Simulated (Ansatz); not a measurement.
## NiO and the effect of the pressure

The cell as given:

The structure is cubic, space group Fm-3m (No. 225). Conventional cell: a = 4.172 Å, b = 4.172 Å, c = 4.172 Å, α = 90.00°, β = 90.00°, γ = 90.00°. Ni (site symmetry m-3m) is surrounded by 6 O at 2.09 Å. Around O (site symmetry m-3m) lie 6 Ni at 2.09 Å.

Kept alike: task relaxation of cell and atoms; functional PBEsol; k mesh 11 × 11 × 11; occupations fermi-dirac, width 0.05 eV; collinear spin, ferromagnetic start. Program: Ansatz, Ansatz PAW, cutoff 420 eV. The mesh is that of the run's cell of 2 atoms. No spin-orbit coupling.

| pressure, P (GPa) | volume (Å³/atom) | largest site moment (μB) |
| --- | --- | --- |
| 0 | 8.725 | 1.05 |
| 2 | 8.645 | 1.03 |
| 5 | 8.529 | 0.99 |
| 10 | 8.346 | 0.91 |
| 20 | 7.984 | 0.31 |
| 30 | 7.756 | 0.31 |

The relaxations keep at least the cell's symmetry (Fm-3m). For a metal such a mesh leaves the last digits unconverged. The measured crystal is an antiferromagnetic insulator; a metallic or parallel state is the runs' own. The runs follow the start's structure, whether or not it is the stable one at these pressures. Ansatz's relaxations hold a Pulay term in the stress (up to 0.9 GPa here). The runs hold the magnetic state that their start led to, which needn't be the lowest. Site moments count inside each atom's sphere or projector. All rows use potentials made for PBE.

The volume falls from 8.725 to 7.756 Å³/atom between 0 and 30 GPa. The volume falls ever more slowly, since the solid stiffens under load. At the pressures aimed at, which the runs meet within some tenths of a GPa, the step from 0 to 5 GPa gives a mean bulk modulus near 220 GPa, the last step 345 GPa. The largest site moment falls from 1.05 to 0.31 μB between 0 and 30 GPa.
